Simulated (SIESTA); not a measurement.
The system is NiSb (Breithauptite).

```
Sb Ni
1.0
     3.92800    0.00000    0.00000
    -1.96400    3.40175    0.00000
     0.00000    0.00000    5.12000
Sb Ni
2 2
Direct
  0.66667 0.33333 0.75000
  0.33333 0.66667 0.25000
  0.00000 0.00000 0.50000
  0.00000 0.00000 0.00000
```

Base run:

* Program: SIESTA 5.4.2
* Functional: BLYP
* Potentials or basis: PseudoDojo 0.4 standard (PBE files)
* Basis: DZP (energy shift 0.003 Ry; two zetas on semicore shells)
* Grid cutoff: 800 Ry
* Energy shift: 0.003 Ry
* k mesh: 6 × 6 × 4
* Occupations: fermi-dirac, width 0.05 eV
* Spin: collinear spin, ferromagnetic start
* Starting moments: [0.0, 0.0, 1.0, 1.0] μB

Its results: band gap on the k mesh none (metal or under the smearing width); pressure 13.0 GPa; net moment 0.00 μB per cell.

Q: The run is repeated on the same cell with these changes: functional from BLYP to PBE. What comes out?

A: Band gap on the k mesh none (metal or under the smearing width); pressure 5.6 GPa; net moment 0.00 μB per cell.

PBE binds more tightly than BLYP, so the same cell stands under less pressure.

Caveats: short orbitals over semicore shells can move pressures by several GPa; the basis of atomic orbitals isn't converged, which shifts pressures, moduli and gaps; the potentials were made for another functional, which shifts forces and pressure (some runs).
